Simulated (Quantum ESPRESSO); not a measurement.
# Ta (Im-3m) in Quantum ESPRESSO: convergence with wavefunction cutoff

Aim: find how far wavefunction cutoff must go before the results for Ta settle, at PBE. This setting moves, with any that are tied to it; all else stays.

All numbers are computed with Quantum ESPRESSO 7.5; they aren't measurements. Logs are shortened: lines on timing, memory, paths and dates and some standing lists are left out, and cuts for length are marked.

## Step 1: The structure

Symmetry: Im-3m, No. 229, cubic system. The conventional cell has a = 3.303 Å, b = 3.303 Å, c = 3.303 Å, α = 90.00°, β = 90.00°, γ = 90.00°. Ta (site symmetry m-3m) has 8 Ta at 2.86 Å as nearest neighbours.

## Step 2: With wavefunction cutoff 22 Ry

Contents of pw.in:

```
&CONTROL
  calculation = 'scf'
  prefix = 'pwscf'
  outdir = './tmp'
  pseudo_dir = './pseudo'
  tprnfor = .true.
  tstress = .true.
  disk_io = 'nowf'
/
&SYSTEM
  ibrav = 0
  nat = 1
  ntyp = 1
  ecutwfc = 22
  ecutrho = 440
  nbnd = 12
  occupations = 'smearing'
  smearing = 'mv'
  degauss = 0.00734986
/
&ELECTRONS
  conv_thr = 2d-10
  electron_maxstep = 120
  mixing_beta = 0.5
/
ATOMIC_SPECIES
Ta   180.9479 Ta_pbe_v1.uspp.F.UPF
CELL_PARAMETERS angstrom
  -1.6512800000    1.6512800000    1.6512800000
   1.6512800000   -1.6512800000    1.6512800000
   1.6512800000    1.6512800000   -1.6512800000
ATOMIC_POSITIONS crystal
Ta     0.0000000000    0.0000000000    0.0000000000
K_POINTS automatic
11 11 11 0 0 0
```

Potentials or basis: SSSP 1.3 efficiency PBE.

On the command line:

```console
> OMP_NUM_THREADS=1 pw.x -in pw.in > pw.out
```

Run time: 6.8 s. Hardware: 1 thread of Arm Neoverse V1, shared host; peak memory 0.15 GiB.

Results:

```yaml
Free_energy: -1930.0122 eV
Pressure: -18.8 GPa
Band_gap_on_the_k_mesh: none (metal or under the smearing width)
```

## Step 3: With wavefunction cutoff 28 Ry

pw.in: that of step 2 with these lines changed.

```diff
@@ -13,3 +13,3 @@
   ntyp = 1
-  ecutwfc = 22
+  ecutwfc = 28
   ecutrho = 440
```

Potentials or basis: SSSP 1.3 efficiency PBE.

On the command line:

```console
> OMP_NUM_THREADS=1 pw.x -in pw.in > pw.out
```

It took 6.4 s on 1 thread of Arm Neoverse V1, shared host; peak memory 0.15 GiB.

What came out:

```
Free energy            : -1930.2752 eV
Pressure               : 1.7 GPa
Band gap on the k mesh : none (metal or under the smearing width)
```

## Step 4: With wavefunction cutoff 33 Ry

pw.in: that of step 3 with these lines changed.

```diff
@@ -13,3 +13,3 @@
   ntyp = 1
-  ecutwfc = 28
+  ecutwfc = 33
   ecutrho = 440
```

On the command line:

```console
> OMP_NUM_THREADS=1 pw.x -in pw.in > pw.out
```

Wall time 6.5 s (1 thread of Arm Neoverse V1, shared host); peak memory 0.15 GiB.

Results:

| Property | Result |
| --- | --- |
| Free energy | -1930.3006 eV |
| Pressure | 0.5 GPa |
| Band gap on the k mesh | none (metal or under the smearing width) |

## Step 5: With wavefunction cutoff 38 Ry

pw.in: that of step 4 with these lines changed.

```diff
@@ -13,3 +13,3 @@
   ntyp = 1
-  ecutwfc = 33
+  ecutwfc = 38
   ecutrho = 440
```

On the command line:

```console
> OMP_NUM_THREADS=1 pw.x -in pw.in > pw.out
```

It took 9.5 s on 1 thread of Arm Neoverse V1, shared host; peak memory 0.15 GiB.

What came out:

```yaml
Free_energy: -1930.3496 eV
Pressure: 0.0 GPa
Band_gap_on_the_k_mesh: none (metal or under the smearing width)
```

## Step 6: With wavefunction cutoff 44 Ry

pw.in: that of step 5 with these lines changed.

```diff
@@ -13,3 +13,3 @@
   ntyp = 1
-  ecutwfc = 38
+  ecutwfc = 44
   ecutrho = 440
```

Potentials or basis: SSSP 1.3 efficiency PBE.

On the command line:

```console
> OMP_NUM_THREADS=1 pw.x -in pw.in > pw.out
```

Wall time 9.9 s (1 thread of Arm Neoverse V1, shared host); peak memory 0.15 GiB.

It converged, with:

```
Free energy            : -1930.3924 eV
Pressure               : 1.0 GPa
Band gap on the k mesh : none (metal or under the smearing width)
```

## Step 7: With wavefunction cutoff 50 Ry

pw.in: that of step 6 with these lines changed.

```diff
@@ -13,3 +13,3 @@
   ntyp = 1
-  ecutwfc = 44
+  ecutwfc = 50
   ecutrho = 440
```

On the command line:

```console
> OMP_NUM_THREADS=1 pw.x -in pw.in > pw.out
```

Run time: 9.7 s. Hardware: 1 thread of Arm Neoverse V1, shared host; peak memory 0.15 GiB.

The run converged. Its results:

```yaml
Free_energy: -1930.4073 eV
Pressure: 1.8 GPa
Band_gap_on_the_k_mesh: none (metal or under the smearing width)
```

## Step 8: With wavefunction cutoff 55 Ry

pw.in: that of step 7 with these lines changed.

```diff
@@ -13,3 +13,3 @@
   ntyp = 1
-  ecutwfc = 50
+  ecutwfc = 55
   ecutrho = 440
```

On the command line:

```console
> OMP_NUM_THREADS=1 pw.x -in pw.in > pw.out
```

It took 10 s on 1 thread of Arm Neoverse V1, shared host; peak memory 0.15 GiB.

The run converged. Its results:

```yaml
Free_energy: -1930.4098 eV
Pressure: 2.1 GPa
Band_gap_on_the_k_mesh: none (metal or under the smearing width)
```

## Step 9: With wavefunction cutoff 66 Ry

pw.in: that of step 8 with these lines changed.

```diff
@@ -13,4 +13,4 @@
   ntyp = 1
-  ecutwfc = 55
-  ecutrho = 440
+  ecutwfc = 66
+  ecutrho = 528
   nbnd = 12
```

Potentials or basis: SSSP 1.3 efficiency PBE.

On the command line:

```console
> OMP_NUM_THREADS=1 pw.x -in pw.in > pw.out
```

Wall time 15 s (1 thread of Arm Neoverse V1, shared host); peak memory 0.19 GiB.

It converged, with:

| Property | Result |
| --- | --- |
| Free energy | -1930.4112 eV |
| Pressure | 2.1 GPa |
| Band gap on the k mesh | none (metal or under the smearing width) |

## Step 10: With wavefunction cutoff 82 Ry

pw.in: that of step 9 with these lines changed.

```diff
@@ -13,4 +13,4 @@
   ntyp = 1
-  ecutwfc = 66
-  ecutrho = 528
+  ecutwfc = 82
+  ecutrho = 656
   nbnd = 12
```

Potentials or basis: SSSP 1.3 efficiency PBE.

On the command line:

```console
> OMP_NUM_THREADS=1 pw.x -in pw.in > pw.out
```

pw.out:

```text
This program is part of the open-source Quantum ESPRESSO suite
     for quantum simulation of materials; please cite
[... 6 lines left out ...]
     using ibrav=0 with symmetry is DISCOURAGED, use correct ibrav instead

     G-vector sticks info
     --------------------
     sticks:   dense  smooth     PW     G-vecs:    dense   smooth      PW
     Sum        1435     713    221                34413    12113    2123

     Using Slab Decomposition

     bravais-lattice index     =            0
     lattice parameter (alat)  =       5.4048  a.u.
     unit-cell volume          =     121.5399 (a.u.)^3
     number of atoms/cell      =            1
     number of atomic types    =            1
     number of electrons       =        13.00
     number of Kohn-Sham states=           12
     kinetic-energy cutoff     =      82.0000  Ry
     charge density cutoff     =     656.0000  Ry
     scf convergence threshold =      2.0E-10
     mixing beta               =       0.5000
     number of iterations used =            8  plain     mixing
     Exchange-correlation= SLA  PW   PBE  PBE
                           (   1   4   3   4   0   0   0)

     celldm(1)=   5.404807  celldm(2)=   0.000000  celldm(3)=   0.000000
     celldm(4)=   0.000000  celldm(5)=   0.000000  celldm(6)=   0.000000

     crystal axes: (cart. coord. in units of alat)
               a(1) = (  -0.577350   0.577350   0.577350 )
               a(2) = (   0.577350  -0.577350   0.577350 )
               a(3) = (   0.577350   0.577350  -0.577350 )

     reciprocal axes: (cart. coord. in units 2 pi/alat)
               b(1) = ( -0.000000  0.866025  0.866025 )
               b(2) = (  0.866025 -0.000000  0.866025 )
               b(3) = (  0.866025  0.866025  0.000000 )

     PseudoPot. # 1 for Ta read from file:
     Ta_pbe_v1.uspp.F.UPF
     Pseudo is Ultrasoft + core correction, Zval = 13.0
     Generated by new atomic code, or converted to UPF format
     Using radial grid of  921 points,  7 beta functions with:
                l(1) =   0
                l(2) =   0
                l(3) =   1
                l(4) =   1
                l(5) =   2
                l(6) =   2
                l(7) =   3
     Q(r) pseudized with  6 coefficients,  rinner =    1.300   1.300   1.300
                                                       1.300   1.300   1.300
                                                       1.300

     atomic species   valence    mass     pseudopotential
     Ta               13.00   180.94790     Ta( 1.00)

     48 Sym. Ops., with inversion, found

   Cartesian axes

     site n.     atom                  positions (alat units)
         1        Ta     tau(   1) = (   0.0000000   0.0000000   0.0000000  )

     number of k points=    56  Marzari-Vanderbilt smearing, width (Ry)=  0.0073
                       cart. coord. in units 2pi/alat
        k(    1) = (   0.0000000   0.0000000   0.0000000), wk =   0.0015026
        k(    2) = (   0.0787296   0.0787296   0.0000000), wk =   0.0180316
        k(    3) = (   0.1574592   0.1574592   0.0000000), wk =   0.0180316
        k(    4) = (   0.2361887   0.2361887   0.0000000), wk =   0.0180316
        k(    5) = (   0.3149183   0.3149183   0.0000000), wk =   0.0180316
        k(    6) = (   0.3936479   0.3936479   0.0000000), wk =   0.0180316
[... 48 lines left out ...]
        k(   55) = (  -0.7872958  -0.0787296  -0.0787296), wk =   0.0120210
        k(   56) = (  -0.0000000  -0.0000000   0.7872958), wk =   0.0090158

     Dense  grid:    34413 G-vectors     FFT dimensions: (  45,  45,  45)

     Smooth grid:    12113 G-vectors     FFT dimensions: (  32,  32,  32)

     Initial potential from superposition of free atoms

     starting charge      12.9989, renormalised to      13.0000

     negative rho (up, down):  9.291E-02 0.000E+00
     Starting wfcs are   13 randomized atomic wfcs

     Self-consistent Calculation

     iteration #  1     ecut=    82.00 Ry     beta= 0.50
     Davidson diagonalization with overlap
     ethr =  1.00E-02,  avg # of iterations =  3.9

     Threshold (ethr) on eigenvalues was too large:
     Diagonalizing with lowered threshold

     Davidson diagonalization with overlap
     ethr =  1.72E-04,  avg # of iterations =  1.8

     negative rho (up, down):  9.526E-02 0.000E+00
[... 58 lines left out ...]
     iteration #  8     ecut=    82.00 Ry     beta= 0.50
     Davidson diagonalization with overlap
     ethr =  1.81E-11,  avg # of iterations =  1.4

     negative rho (up, down):  9.807E-02 0.000E+00

     End of self-consistent calculation

          k = 0.0000 0.0000 0.0000 (  1505 PWs)   bands (ev):

   -48.5151 -14.4331 -14.4331 -14.4331  10.7090  19.3681  19.3681  19.3681
    22.6421  22.6421  33.2203  33.2203
[... 273 lines left out ...]
   -48.3174 -15.2524 -15.2345 -15.2345  14.9238  14.9660  24.4513  24.4513
    25.2793  26.6140  28.4377  28.4377

     the Fermi energy is    18.5926 ev

!    total energy              =    -141.88288786 Ry
     estimated scf accuracy    <          1.2E-10 Ry
     smearing contrib. (-TS)   =       0.00024029 Ry
     internal energy E=F+TS    =    -141.88312815 Ry

     The total energy is F=E-TS. E is the sum of the following terms:
     one-electron contribution =     -15.20286334 Ry
     hartree contribution      =      14.13925689 Ry
     xc contribution           =     -42.27169827 Ry
     ewald contribution        =     -98.54782342 Ry

     convergence has been achieved in   8 iterations

     negative rho (up, down):  9.807E-02 0.000E+00

     Forces acting on atoms (cartesian axes, Ry/au):

     atom    1 type  1   force =     0.00000000    0.00000000    0.00000000

     Total force =     0.000000     Total SCF correction =     0.000000

     Computing stress (Cartesian axis) and pressure

     negative rho (up, down):  9.807E-02 0.000E+00
          total   stress  (Ry/bohr**3)                   (kbar)     P=       21.03
   0.00014295   0.00000000   0.00000000           21.03        0.00        0.00
   0.00000000   0.00014295   0.00000000            0.00       21.03        0.00
   0.00000000   0.00000000   0.00014295            0.00        0.00       21.03

=------------------------------------------------------------------------------=
   JOB DONE.
=------------------------------------------------------------------------------=
```

Run time: 17 s. Hardware: 1 thread of Arm Neoverse V1, shared host; peak memory 0.26 GiB.

What came out:

```yaml
Free_energy: -1930.4150 eV
Pressure: 2.1 GPa
Band_gap_on_the_k_mesh: none (metal or under the smearing width)
```

## Step 11: Summary

```
wavefunction cutoff  energy less the tightest run, at zero smearing (meV/atom)  pressure (GPa)  SCF cycles  CPU time (s)  peak memory (GiB)
              22 Ry                                                     402.80          -18.82           8           6.8               0.15
              28 Ry                                                     139.84            1.73           8           6.4               0.15
              33 Ry                                                     114.40            0.48           8           6.5               0.15
              38 Ry                                                      65.43            0.03           8           9.5               0.15
              44 Ry                                                      22.63            0.99           8           9.9               0.15
              50 Ry                                                       7.77            1.83           8           9.7               0.15
              55 Ry                                                       5.26            2.11           8            10               0.15
              66 Ry                                                       3.85            2.06           8            15               0.19
              82 Ry                                                       0.00            2.10           8            17               0.26
```

Against the tightest run, the pressure stays within 0.1 GPa from 55 Ry on. Not settled before the last step: the energy (to 1 meV/atom). The tightest run that finished is the yardstick and may itself not be fully converged.
